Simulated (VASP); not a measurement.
# AlAs in VASP: relaxation of the atoms with PBEsol

Aim: the relaxation of the atoms of AlAs with PBEsol.

All numbers are computed with VASP 6.6.1; they aren't measurements. Logs are shortened: lines on timing, memory, paths and dates and some standing lists are left out, and cuts for length are marked.

### 1 The slab as given

The cell holds a slab with vacuum, 10 atoms: a = 5.661 Å, b = 4.003 Å, c = 24.006 Å, α = 90.00°, β = 90.00°, γ = 90.00°.

### 2 Relaxation of the atoms, PBEsol

INCAR

```
SYSTEM = AlAs
PREC = Accurate
ENCUT = 520
EDIFF = 1E-6
ISMEAR = 0
SIGMA = 0.05
LREAL = .False.
LASPH = .True.
NELM = 80
ALGO = Normal
ISIF = 2
LWAVE = .False.
LCHARG = .False.
LDIPOL = .True.
IDIPOL = 3
DIPOL = 0.5 0.5 0.500
GGA = PS
IBRION = 2
NSW = 100
EDIFFG = -0.015
KPAR = 8
```

KPOINTS

```
regular mesh
0
Gamma
  4 6 1
  0 0 0
```

POSCAR

```
AlAs
1.0
    5.6608000000      0.0000000000      0.0000000000
    0.0000000000      4.0027900670      0.0000000000
    0.0000000000      0.0000000000     24.0055801340
Al As
5 5
Direct
    0.5000000000      0.5000000000      0.3332558495
    0.0000000000      0.0000000000      0.4166279247
    0.5000000000      0.5000000000      0.5000000000
    0.0000000000      0.0000000000      0.5833720753
    0.5000000000      0.5000000000      0.6667441505
    0.7500000000      0.0000000000      0.3332558495
    0.2500000000      0.5000000000      0.4166279247
    0.7500000000      0.0000000000      0.5000000000
    0.2500000000      0.5000000000      0.5833720753
    0.7500000000      0.0000000000      0.6667441505
```

Potentials or basis: VASP PAW PBE potentials, release 64 (Al, As).

Command:

```
$ cat potpaw_PBE.64/Al/POTCAR potpaw_PBE.64/As/POTCAR > POTCAR
$ mpirun -np 8 vasp_std > vasp.out
```

OUTCAR:

```text
SYSTEM = AlAs
   PREC = Accurate
   ENCUT = 520
   EDIFF = 1E-6
   ISMEAR = 0
   LREAL = .False.
   LASPH = .True.
   NELM = 80
   ISIF = 2
   GGA = PS
   IBRION = 2
   NSW = 100
   EDIFFG = -0.015

 ion  position               nearest neighbor table
   1  0.500  0.500  0.333-   7 2.45   6 2.45   6 2.45
   2  0.000  0.000  0.417-   6 2.45   7 2.45   7 2.45   8 2.45
   3  0.500  0.500  0.500-   8 2.45   8 2.45   9 2.45   7 2.45
   4  0.000  0.000  0.583-  10 2.45   9 2.45   9 2.45   8 2.45
   5  0.500  0.500  0.667-   9 2.45  10 2.45  10 2.45
   6  0.750  0.000  0.333-   2 2.45   1 2.45   1 2.45
   7  0.250  0.500  0.417-   1 2.45   2 2.45   2 2.45   3 2.45
   8  0.750  0.000  0.500-   3 2.45   3 2.45   4 2.45   2 2.45
   9  0.250  0.500  0.583-   5 2.45   4 2.45   4 2.45   3 2.45
  10  0.750  0.000  0.667-   4 2.45   5 2.45   5 2.45

  LATTYP: Found a simple orthorhombic cell.
 ALAT       =     4.0027900670
 B/A-ratio  =     1.4142135624
 C/A-ratio  =     5.9972118778

  Lattice vectors:

 A1 = (   0.0000000000,  -4.0027900670,   0.0000000000)
 A2 = (   5.6608000000,   0.0000000000,   0.0000000000)
 A3 = (   0.0000000000,   0.0000000000,  24.0055801340)

Analysis of symmetry for initial positions (statically):
=====================================================================
 Subroutine PRICEL returns:
 Original cell was already a primitive cell.

 Routine SETGRP: Setting up the symmetry group for a
 simple orthorhombic supercell.

 Subroutine GETGRP returns: Found  4 space group operations
 (whereof  4 operations were pure point group operations)
 out of a pool of  8 trial point group operations.

The static configuration has the point symmetry C_2v.

Analysis of symmetry for dynamics (positions and initial velocities):
=====================================================================
 Subroutine PRICEL returns:
 Original cell was already a primitive cell.

 Routine SETGRP: Setting up the symmetry group for a
 simple orthorhombic supercell.

 Subroutine GETGRP returns: Found  4 space group operations
 (whereof  4 operations were pure point group operations)
 out of a pool of  8 trial point group operations.

The dynamic configuration has the point symmetry C_2v.

 Subroutine INISYM returns: Found  4 space group operations
 (whereof  4 operations are pure point group operations),
 and found     1 'primitive' translations

----------------------------------------------------------------------------------------

                                     Primitive cell

  volume of cell :     543.9423

  direct lattice vectors                    reciprocal lattice vectors
     5.660800000  0.000000000  0.000000000     0.176653477  0.000000000  0.000000000
     0.000000000  4.002790067  0.000000000     0.000000000  0.249825742  0.000000000
     0.000000000  0.000000000 24.005580134     0.000000000  0.000000000  0.041656981

  length of vectors
     5.660800000  4.002790067 24.005580134     0.176653477  0.249825742  0.041656981

  position of ions in fractional coordinates (direct lattice)
     0.500000000  0.500000000  0.333255849
     0.000000000  0.000000000  0.416627925
     0.500000000  0.500000000  0.500000000
     0.000000000  0.000000000  0.583372075
     0.500000000  0.500000000  0.666744151
     0.750000000  0.000000000  0.333255849
     0.250000000  0.500000000  0.416627925
     0.750000000  0.000000000  0.500000000
     0.250000000  0.500000000  0.583372075
     0.750000000  0.000000000  0.666744151

  ion indices of the primitive-cell ions
   primitive index   ion index
                 1           1
                 2           2
                 3           3
                 4           4
                 5           5
                 6           6
                 7           7
                 8           8
                 9           9
                10          10

----------------------------------------------------------------------------------------

 KPOINTS: regular mesh

Automatic generation of k-mesh.
 Grid dimensions read from file:
 generate k-points for:    4    6    1

 Generating k-lattice:

  Cartesian coordinates                     Fractional coordinates (reciprocal lattice)
     0.044163369  0.000000000  0.000000000     0.250000000  0.000000000  0.000000000
     0.000000000  0.041637624  0.000000000     0.000000000  0.166666667  0.000000000
     0.000000000  0.000000000  0.041656981     0.000000000  0.000000000  1.000000000

  Length of vectors
     0.044163369  0.041637624  0.041656981

  Shift w.r.t. Gamma in fractional coordinates (k-lattice)
     0.000000000  0.000000000  0.000000000

 Subroutine IBZKPT returns following result:
 ===========================================

 Found     12 irreducible k-points:

 Following reciprocal coordinates:
            Coordinates               Weight
  0.000000  0.000000  0.000000      1.000000
  0.250000  0.000000  0.000000      2.000000
  0.500000  0.000000  0.000000      1.000000
  0.000000  0.166667  0.000000      2.000000
  0.250000  0.166667  0.000000      4.000000
  0.500000  0.166667  0.000000      2.000000
  0.000000  0.333333  0.000000      2.000000
  0.250000  0.333333  0.000000      4.000000
  0.500000  0.333333  0.000000      2.000000
  0.000000  0.500000  0.000000      1.000000
  0.250000  0.500000  0.000000      2.000000
  0.500000  0.500000  0.000000      1.000000
   k-points           NKPTS =     12   k-points in BZ     NKDIM =     12   number of bands    NBANDS=     26
   number of dos      NEDOS =    301   number of ions     NIONS =     10
   total plane-waves  NPLWV = 226800
   dimension x,y,z NGX =    42 NGY =   30 NGZ =  180
   dimension x,y,z NGXF=    84 NGYF=   60 NGZF=  360
   ions per type =               5   5
   NGX,Y,Z   is equivalent  to a cutoff of  12.33, 12.46, 12.47 a.u.
   NGXF,Y,Z  is equivalent  to a cutoff of  24.67, 24.92, 24.93 a.u.
 SYSTEM =  AlAs
   PREC   = accura    normal or accurate (medium, high low for compatibility)
   ISTART =      0    job   : 0-new  1-cont  2-samecut
   ICHARG =      2    charge: 1-file 2-atom 10-const
   ISPIN  =      1    spin polarized calculation?
   LNONCOLLINEAR =      F non collinear calculations
   LSORBIT =      F    spin-orbit coupling
   LASPH  =      T    aspherical Exc in radial PAW
   ENCUT  =  520.0 eV  38.22 Ry    6.18 a.u.  10.53  7.44 44.63*2*pi/ulx,y,z
   NELM   =     80;   NELMIN=  2; NELMDL= -5     # of ELM steps
   EDIFF  = 0.1E-05   stopping-criterion for ELM
   LREAL  =      F    real-space projection
   EDIFFG = -.1E-01   stopping-criterion for IOM
   NSW    =    100    number of steps for IOM
   IBRION =      2    ionic relax: 0-MD 1-quasi-New 2-CG
   NFREE  =      1    steps in history (QN), initial steepest desc. (CG)
   ISIF   =      2    stress and relaxation
   ISYM   =      2    0-nonsym 1-usesym 2-fastsym
   POTIM  = 0.5000    time-step for ionic-motion
   TEBEG  =    0.0;   TEEND  =   0.0 temperature during run
   PSTRESS=    0.0 pullay stress
   NELECT =      40.0000    total number of electrons
   NUPDOWN=      -1.0000    fix difference up-down
   EMIN   =  10.00;   EMAX   =-10.00  energy-range for DOS
   EFERMI =   0.00;   METHOD = LEGACY
   ISMEAR =     0;   SIGMA  =   0.05  broadening in eV -4-tet -1-fermi 0-gaus
   EFERMI_NEDOS =   21; number of points for ismear=-14 and -15
   IALGO  =     38    algorithm
   IMIX   =      4    mixing-type and parameters
     AMIX     =   0.40;   BMIX     =  1.00
     AMIX_MAG =   1.60;   BMIX_MAG =  1.00
  volume/ion in A,a.u.               =      54.39       367.07
  Fermi-wavevector in a.u.,A,eV,Ry     =   0.685873  1.296113  6.400482  0.470422
  Thomas-Fermi vector in A             =   1.765940
   LORBIT       =      0    0 simple, 1 ext, 2 COOP (PROOUT), +10 PAW based schemes
   GGA     = PS    functional components
   LHFCALC =     F    Hartree Fock is set to
   AEXX    =    0.0000 exact exchange contribution
   IVDW    =     0    specifies the selected vdW correction
   LEPSILON=     F    determine dielectric tensor
   LRPA    =     F    only Hartree local field effects (RPA)
 conjugate gradient relaxation of ions
 non-spin polarized calculation
 Gauss-broadening in eV      SIGMA  =   0.05
  energy-cutoff  :      520.00
  volume of cell :      543.94
 maximum number of plane-waves:     14711
   NGX = 21   NGY = 15   NGZ = 89

--------------------------------------- Ionic step        1  -------------------------------------------

 number of electron      40.0000005 magnetization

 Free energy of the ion-electron system (eV)
  ---------------------------------------------------
  ext. energy  EPLUGINS =         0.00000000
  ---------------------------------------------------
  free energy    TOTEN  =       -46.52853577 eV

  energy without entropy =      -46.52853570  energy(sigma->0) =      -46.52853573

------------------------ aborting loop because EDIFF is reached ----------------------------------------

  FORCE on cell =-STRESS in cart. coord.  units (eV):
  Direction    XX          YY          ZZ          XY          YZ          ZX
  --------------------------------------------------------------------------------------
  -------------------------------------------------------------------------------------
  Total       -2.6357497     -1.8339431      1.1590977      0.0000000      0.0000000      0.0000000
  in kB       -7.7635780     -5.4018636      3.4141123      0.0000000      0.0000000      0.0000000
  external PRESSURE =      -3.2504431 kB  Pullay stress =       0.0000000 kB
[... 113 lines left out ...]
  FREE ENERGIE OF THE ION-ELECTRON SYSTEM (eV)
  ---------------------------------------------------
  free  energy   TOTEN  =       -47.3406145534 eV

  energy  without entropy=      -47.3406145534  energy(sigma->0) =      -47.34061455

[... ionic steps 4 to 14 ...]

--------------------------------------- Ionic step       15  -------------------------------------------

 number of electron      40.0000004 magnetization

------------------------ aborting loop because EDIFF is reached ----------------------------------------
[... 39 lines left out ...]
--------------------------------------- Ionic step       16  -------------------------------------------

 number of electron      40.0000004 magnetization

 dipolmoment           0.000000      0.000000     -0.000000 electrons x Angstroem

------------------------ aborting loop because EDIFF is reached ----------------------------------------

  FORCE on cell =-STRESS in cart. coord.  units (eV):
  Direction    XX          YY          ZZ          XY          YZ          ZX
  --------------------------------------------------------------------------------------
  -------------------------------------------------------------------------------------
  Total       -0.7292449     -1.7107108     -0.1407049      0.0000000      0.0000000      0.0000000
  in kB       -2.1479845     -5.0388838     -0.4144450      0.0000000      0.0000000      0.0000000
  external PRESSURE =      -2.5337711 kB  Pullay stress =       0.0000000 kB
[... 31 lines left out ...]
--------------------------------------- Ionic step       17  -------------------------------------------

 number of electron      40.0000004 magnetization

 dipolmoment           0.000000      0.000000      0.000000 electrons x Angstroem

 Free energy of the ion-electron system (eV)
  ---------------------------------------------------
  ext. energy  EPLUGINS =         0.00000000
  ---------------------------------------------------
  free energy    TOTEN  =       -48.01009377 eV

  energy without entropy =      -48.01009377  energy(sigma->0) =      -48.01009377

 E-fermi :  -1.2602     XC(G=0):  -4.3961

 val. band max:       -1.5015061404   @ k =   0.0000   0.0000   0.0000
 cond. band min:      -0.8436474223   @ k =   0.0000   0.5000   0.0000
 fundamental gap:      0.6578587181
 Fermi energy:        -1.2601906421

 k-point     1 :       0.0000    0.0000    0.0000
  band No.  band energies     occupation
      1     -13.1547      2.00000
      2     -12.5830      2.00000
      3     -11.7751      2.00000
      4     -11.3787      2.00000
      5     -11.3182      2.00000
      6      -6.7853      2.00000
[... 337 lines left out ...]
     25       1.9465      0.00000
     26       2.7163      0.00000

------------------------ aborting loop because EDIFF is reached ----------------------------------------

 vacuum level on the upper side and lower side of the slab       (xc-potential included)        -0.022        -0.022

  FORCE on cell =-STRESS in cart. coord.  units (eV):
  Direction    XX          YY          ZZ          XY          YZ          ZX
  --------------------------------------------------------------------------------------
  -------------------------------------------------------------------------------------
  Total       -0.6784293     -1.6638333     -0.0741938      0.0000000      0.0000000      0.0000000
  in kB       -1.9983076     -4.9008066     -0.2185373      0.0000000      0.0000000      0.0000000
  external PRESSURE =      -2.3725505 kB  Pullay stress =       0.0000000 kB
[... 25 lines left out ...]
  FREE ENERGIE OF THE ION-ELECTRON SYSTEM (eV)
  ---------------------------------------------------
  free  energy   TOTEN  =       -48.0100937739 eV

  energy  without entropy=      -48.0100937739  energy(sigma->0) =      -48.01009377

 reached required accuracy - stopping structural energy minimisation

 vacuum level on the upper side and lower side of the slab         3.796         3.796
```

It took 8.8 min on 8 MPI ranks of Intel Xeon Platinum 8488C (Sapphire Rapids), shared host; peak memory 0.68 GiB.

Results:

```
Free energy                  : -48.0101 eV
Energy gained by relaxing    : 148.2 meV/atom
Ionic steps                  : 17
Largest force after relaxing : 0.014 eV/Å
Band gap on the k mesh       : 0.66 eV, indirect (least direct gap 1.25 eV)
```

Forces in eV/Å, atoms in the order of the input:
```
Al  -0.001  0.000  0.005
Al  -0.003  0.000 -0.010
Al   0.007  0.000  0.000
Al  -0.003  0.000  0.010
Al  -0.001  0.000 -0.005
As  -0.003  0.000  0.010
As  -0.004  0.000 -0.004
As   0.014  0.000  0.000
As  -0.004  0.000  0.004
As  -0.003  0.000 -0.010
```

The path:
| step | energy change (eV) | largest force (eV/Å) | pressure (GPa) |
| --- | --- | --- | --- |
| 1 | 0.0000 | 1.7456 | -0.33 |
| 2 | -0.4545 | 1.3147 | -0.20 |
| 3 | -0.8121 | 1.1304 | 0.03 |
| 4 | -1.2068 | 0.7061 | -0.23 |
| 5 | -1.4176 | 0.5848 | -0.61 |
| 6 | -1.4474 | 0.3312 | -0.53 |
| 7 | -1.4565 | 0.1569 | -0.57 |
| 8 | -1.4637 | 0.1117 | -0.51 |
| 9 | -1.4707 | 0.1835 | -0.39 |
| 10 | -1.4755 | 0.1219 | -0.36 |
| 11 | -1.4796 | 0.0656 | -0.30 |
| 12 | -1.4806 | 0.0445 | -0.29 |
| 13 | -1.4809 | 0.0548 | -0.27 |
| 14 | -1.4813 | 0.0209 | -0.26 |
| 15 | -1.4813 | 0.0257 | -0.26 |
| 16 | -1.4814 | 0.0189 | -0.25 |
| 17 | -1.4816 | 0.0144 | -0.24 |

Final structure:
```xyz
10
Lattice="5.6608 0.0000 0.0000 0.0000 4.0028 0.0000 0.0000 0.0000 24.0056" Properties=species:S:1:pos:R:3 pbc="T T T"
Al    3.1583    2.0014    8.4709
Al    5.5046    0.0000    9.9103
Al    2.7071    2.0014   12.0028
Al    5.5046    0.0000   14.0953
Al    3.1583    2.0014   15.5347
As    4.3192    0.0000    7.7462
As    1.2749    2.0014    9.9949
As    4.1588    0.0000   12.0028
As    1.2749    2.0014   14.0107
As    4.3192    0.0000   16.2594
```

Levels at points of the mesh, in eV from the valence-band top:
```csv
k point,band 16,band 17,band 18,band 19,band 20,band 21,band 22,band 23,band 24,band 25
"(0.00, 0.00, 0.00)",-0.77,-0.51,-0.38,-0.28,0.00,1.49,1.88,2.09,2.67,2.95
"(0.50, 0.00, 0.00)",-1.03,-0.82,-0.71,-0.60,-0.55,2.06,2.15,2.31,2.77,3.00
"(0.00, 0.50, 0.00)",-1.47,-1.40,-1.33,-0.96,-0.59,0.66,1.42,2.29,2.33,2.76
"(0.50, 0.50, 0.00)",-1.57,-1.51,-1.11,-0.52,-0.47,1.59,2.43,2.90,3.21,3.45
```

Caveat: the PAW data sets were made with another functional, which shifts forces and pressure a little.
